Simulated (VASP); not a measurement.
Here is a VASP 6.6.1 calculation.

File INCAR:

```
SYSTEM = AlN
PREC = Accurate
ENCUT = 550
EDIFF = 1E-7
ISMEAR = 0
SIGMA = 0.05
LREAL = .FALSE.
LASPH = .TRUE.
NELM = 60
ALGO = Fast
ISIF = 2
LWAVE = .FALSE.
LCHARG = .FALSE.
GGA = RE
LUSE_VDW = .TRUE.
AGGAC = 0.0
LORBIT = 10
```

File KPOINTS:

```
regular mesh
0
G
  9 9 7
  0 0 0
```

File POSCAR:

```
AlN
1.0
    3.3121157418      0.0000000000      0.0000000000
   -1.6560578709      2.8683763727      0.0000000000
    0.0000000000      0.0000000000      4.1875630000
Al N
2 2
Direct
    0.6580370000      0.3290150000      0.2544350000
    0.3361320000      0.6677800000      0.7476510000
    0.6609960000      0.3294230000      0.7473980000
    0.3363800000      0.6705650000      0.2497700000
```

Potentials or basis: VASP PAW PBE potentials, release 64 (Al_GW, N_GW).

The run is started by

```bash
$ cat potpaw_PBE.64/Al_GW/POTCAR potpaw_PBE.64/N_GW/POTCAR > POTCAR
$ mpirun -np 1 vasp_std > vasp.out
```

(1) What does it give for the largest force?

(2) Predict the pressure.

Answers

(1) 0.536 eV/Å.

(2) 3.2 GPa.

Caveat: the PAW data sets were made with another functional, which shifts forces and pressure a little.
